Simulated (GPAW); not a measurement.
# Hf (P6_3/mmc) in GPAW: notebook, part 2 of 2

GPAW 26.7.0.

### Step 5. Single point, PBE

run.py

```python
from ase import Atoms
from ase.dft.bandgap import bandgap
from ase.io import write
from ase.units import GPa
from gpaw import GPAW, PW

atoms = Atoms(['Hf', 'Hf'],
              cell=[[3.1967, 0.0, 0.0],
                    [-1.59835, 2.7684234083, 0.0],
                    [0.0, 0.0, 5.0578]],
              scaled_positions=[[0.6666666667, 0.3333333333, 0.75],
                                [0.3333333333, 0.6666666667, 0.25]],
              pbc=True)

calc = GPAW(mode=PW(600),
            xc='PBE',
            kpts={'size': (10, 10, 5), 'gamma': True},
            occupations={'name': 'methfessel-paxton', 'order': 0, 'width': 0.018000000000000002},
            nbands=24,
            convergence={'density': 1e-05, 'energy': 1e-05},
            maxiter=150,
            txt='gpaw.txt')
atoms.calc = calc
energy = atoms.get_potential_energy()
forces = atoms.get_forces()
stress = atoms.get_stress()
calc.write('gs.gpw')
write('result.traj', atoms)
print(f'Energy: {energy:.6f} eV')
print('Forces (eV/A):')
print(forces.round(4))
print('Stress (GPa):', (stress / GPa).round(3))
print('Fermi level:', round(calc.get_fermi_level(), 4), 'eV')
print(f'Gap: {bandgap(calc)[0]:.4f} eV, direct: {bandgap(calc, direct=True)[0]:.4f} eV')
```

Potentials or basis: GPAW PAW data sets (gpaw-data 1.2.1), pw.

Launch:

```console
> OMP_NUM_THREADS=1 python run.py
```

gpaw.txt:

```text
__  _  _
 | _ |_)|_||  |
 |__||  | ||/\| - 26.7.0

Input parameters:
  mode=PW(ecut=600.0),
  convergence={'density': 1e-05, 'energy': 1e-05},
  kpts=MonkhorstPack(size=(10, 10, 5), gamma=True),
  maxiter=150,
  nbands=24,
  occupations=Occupations(name='methfessel-paxton', order=0, width=0.018000000000000002),
  xc=XC(name='PBE')

Diagonalizing LCAO Hamiltonian
Converting LCAO to pw mode

           Hf

        Hf

Atoms  # Å, Bohr magnetons
|   | symbol |         x |        y |        z |    initial magnetic moments |
|---|--------|-----------|----------|----------|-----------------------------|
| 0 |     Hf |  1.598350 | 0.922808 | 3.793350 | ( 0.0000,  0.0000,  0.0000) |
| 1 |     Hf | -0.000000 | 1.845616 | 1.264450 | ( 0.0000,  0.0000,  0.0000) |

Unit cell  # Å
| periodic |         x |        y |        z |  lengths |     angles |
|----------|-----------|----------|----------|----------|------------|
|      yes |  3.196700 | 0.000000 | 0.000000 | 3.196700 |  90.000000 |
|      yes | -1.598350 | 2.768423 | 0.000000 | 3.196700 |  90.000000 |
|      yes |  0.000000 | 0.000000 | 5.057800 | 5.057800 | 120.000000 |

Number of symmetries: 12
Symmetry operations  # r_c * U_cc + t_c -> r_c
|    | kind |            matrix            |
|----|------|------------------------------|
|  0 |  σ   |  1, 1, 0,  0,-1, 0,  0, 0, 1 |
|  1 |  S6  |  1, 1, 0, -1, 0, 0,  0, 0,-1 |
|  2 |  E   |  1, 0, 0,  0, 1, 0,  0, 0, 1 |
|  3 |  C2  |  1, 0, 0, -1,-1, 0,  0, 0,-1 |
|  4 |  C2  |  0, 1, 0,  1, 0, 0,  0, 0,-1 |
|  5 |  C3  |  0, 1, 0, -1,-1, 0,  0, 0, 1 |
|  6 |  S6  |  0,-1, 0,  1, 1, 0,  0, 0,-1 |
|  7 |  σ   |  0,-1, 0, -1, 0, 0,  0, 0, 1 |
|  8 |  σ   | -1, 0, 0,  1, 1, 0,  0, 0, 1 |
|  9 |  i   | -1, 0, 0,  0,-1, 0,  0, 0,-1 |
| 10 |  C3  | -1,-1, 0,  1, 0, 0,  0, 0, 1 |
| 11 |  C2  | -1,-1, 0,  0, 1, 0,  0, 0,-1 |

BZ-sampling:
  Number of BZ points: 500
  Number of IBZ points: 58

  Monkhorst-Pack size: [10, 10, 5]
  Monkhorst-Pack shift: [0.05, 0.05, 0.0]

K-points  # in reciprocal-cell coordinates
|     |                                coordinates |     weight |
|-----|--------------------------------------------|------------|
|   0 | (  0.00000000,   0.00000000,   0.00000000) | 0.00200000 |
|   1 | (  0.00000000,   0.00000000,   0.20000000) | 0.00400000 |
|   2 | (  0.00000000,   0.00000000,   0.40000000) | 0.00400000 |
|   3 | (  0.10000000,   0.00000000,  -0.40000000) | 0.01200000 |
|   4 | (  0.10000000,   0.00000000,  -0.20000000) | 0.01200000 |
|   5 | (  0.10000000,   0.00000000,   0.00000000) | 0.01200000 |
|   6 | (  0.10000000,   0.00000000,   0.20000000) | 0.01200000 |
|   7 | (  0.10000000,   0.00000000,   0.40000000) | 0.01200000 |
|   8 | (  0.20000000,  -0.10000000,   0.00000000) | 0.01200000 |
|   9 | (  0.20000000,  -0.10000000,   0.20000000) | 0.02400000 |
| ... |                                            |            |
|  57 | (  0.50000000,   0.50000000,   0.40000000) | 0.01200000 |

Plane wave coefficients: 1518
Cutoff: 600.0 eV

Spin-components: 1 (collinear spins)
Bands:           24
Projectors:      12
Spin-degeneracy: 2
Datatype:        complex128

Parallelization:
  kpt:    1
  domain: 1
  band:   1

Density:
  Valence electrons: 24.0
  Components: 1
  Grid points: [20 20 30]
  Charge: 0.0  # |e|

Potential:
  Grid points: [20 20 30]

species:
  Hf:
    name:    Hafnium
    Z:       72.0
    valence: 12
    core:    60
    charge:  0.0  # [|e|]
    compensation charges:
      type: gauss
      rc: 0.41  # [Å]
      lmax: 2
    cutoffs:
      filter: 2.36  # [Å]
      core: 4.02  # [Å]
    projectors
    | kind |    occ | energy [eV] | rcut [Å] |
    |------|--------|-------------|----------|
    |   5s |  2.000 |     -66.831 |    1.397 |
    |   6s |  2.000 |      -5.097 |    1.397 |
    |   5p |  6.000 |     -35.599 |    1.307 |
    |   6p |  0.000 |      -1.401 |    1.307 |
    |   5d |  2.000 |      -2.699 |    1.334 |
    |    d |        |      24.513 |    1.334 |

    Using partial waves for Hf as LCAO basis

Reference energy: -819772.230551  # eV

eigensolver:
  PPCG
  Converge bands: occupied
  niter=2

density mixing:
  MSR1-Mixer
  Pratt-step length: 0.05
  Maximum mixing coefficient: 0.75
  Old densities: 10
  SVD Regularization: 0.005
  Good broyden scale: 1.0
  Trust region scale: 1.0
  Backstep threshold: 4.0
  History deletion threshold: 6.0
  Fourier metric: weight=20.0, sigma=0.015

occupation numbers:
  Methfessel-Paxton:
    width: 0.0180  # eV
    order: 0

poisson solver:
  ecut: 4800.0  # eV

xc functional:
  name: PBE with 2 nearest neighbor stencil

convergence criteria:
- Maximum integral of absolute [dens]ity change: 1e-05 electrons / valence electron
- Maximum [total energy] change in last 3 cyles: 1e-05 eV / valence electron
- Maximum integral of absolute [eigenst]ate change: 4e-08 eV^2 / valence electron
maximum number of iterations: 150

SCF iterations
|iter     | |      energy | eigst |  dens |
|---------|-|-------------|-------|-------|
|iter:   1| |  -15.242934 | -0.17 |       |
|iter:   2| |  -15.208162 | -2.79 | -1.27 |
|iter:   3| |  -15.021631 | -1.68 | -1.30 |
|iter:   4| |  -15.028856 | -3.00 | -1.90 |
|iter:   5| |  -15.030698 | -4.33 | -2.36 |
|iter:   6| |  -15.030718 | -5.91 | -3.43 |
|iter:   7| |  -15.030719c| -7.26 | -4.03 |
|iter:   8| |  -15.030719c| -7.62c| -4.80 |
|iter:   9| |  -15.030719c| -8.31c| -5.88c|

Converged in 9 steps
Energy contributions relative to reference atoms: (reference = -819772.230551)

Energy contributions:
  Kinetic:          14.431820
  Coulomb:         -13.869261
  Zero:             -0.980269
  External:          0.000000
  Xc:              -14.612807
  Entropy:          -0.000405
  Spinorbit:         0.000000
  ----------------------------
  Free energy:     -15.030922
  Extrapolated:    -15.030719

dipole moment: (-0.000013, -0.000023, -0.000042)  # |e|*Ang

Fermi level: 9.953
Eigenvalues  # (at kpt = [0.000, 0.000, 0.000])
| band index |      eig [eV] | occ [0-2] |
|------------|---------------|-----------|
|          0 |       -51.811 |     2.000 |
|        ... |               |           |
|          2 |       -21.136 |     2.000 |
|          3 |       -20.398 |     2.000 |
|          4 |       -20.398 |     2.000 |
|          5 |       -20.276 |     2.000 |
|          6 |       -20.271 |     2.000 |
|          7 |       -20.271 |     2.000 |
[... 8 lines left out ...]
|         16 |        12.605 |     0.000 |
|         17 |        12.605 |     0.000 |
|        ... |               |           |
|         23 |        27.628 |     0.000 |

No gap
No difference between direct/indirect transitions

Forces  # eV/Ang
|        x |       y |        z |
|----------|---------|----------|
| -0.00000 | 0.00000 |  0.00000 |  # Hf   0
|  0.00000 | 0.00000 | -0.00000 |  # Hf   1

Stress tensor  # eV/Ang^3
|         x |         y |         z |
|-----------|-----------|-----------|
| -0.006526 | -0.000000 |  0.000000 |
|  0.000000 | -0.006526 |  0.000000 |
|  0.000000 |  0.000000 | -0.004277 |

# Writing to gs.gpw (mode='')
```

Wall time 28 s (1 thread of Intel Xeon Platinum 8259CL at 2.50GHz (Skylake/Cascade Lake), shared host); peak memory 0.19 GiB.

What came out:

| Quantity | Value |
| --- | --- |
| Free energy | -15.0309 eV |
| Pressure | 0.9 GPa |
| Band gap on the k mesh | none (metal or under the smearing width) |

Levels at points of the mesh, in eV from the Fermi level:
```tsv
k point	band 10	band 11	band 12	band 13	band 14	band 15
(0.00, 0.00, 0.00)	-3.67	0.62	1.20	1.20	1.47	2.02
(0.50, 0.50, 0.00)	-2.72	-2.21	-0.81	0.81	0.88	1.69
```

### Step 6. Summary

| smearing | gap on the mesh (eV) | pressure (GPa) |
| --- | --- | --- |
| gaussian 0.015 eV | none | 0.9 |
| gaussian 0.016 eV | none | 0.9 |
| gaussian 0.017 eV | none | 0.9 |
| gaussian 0.018 eV | none | 0.9 |

Alike in all rows: task single point; level PBE; potentials or basis GPAW PAW data sets (gpaw-data 1.2.1), pw; no spin polarisation; cell as given; k mesh 10 × 10 × 5; cutoff (eV) 600.

Every run on the cell as given and a fine mesh finds a metal.

Absolute energies hang on the potentials; compare differences alone.
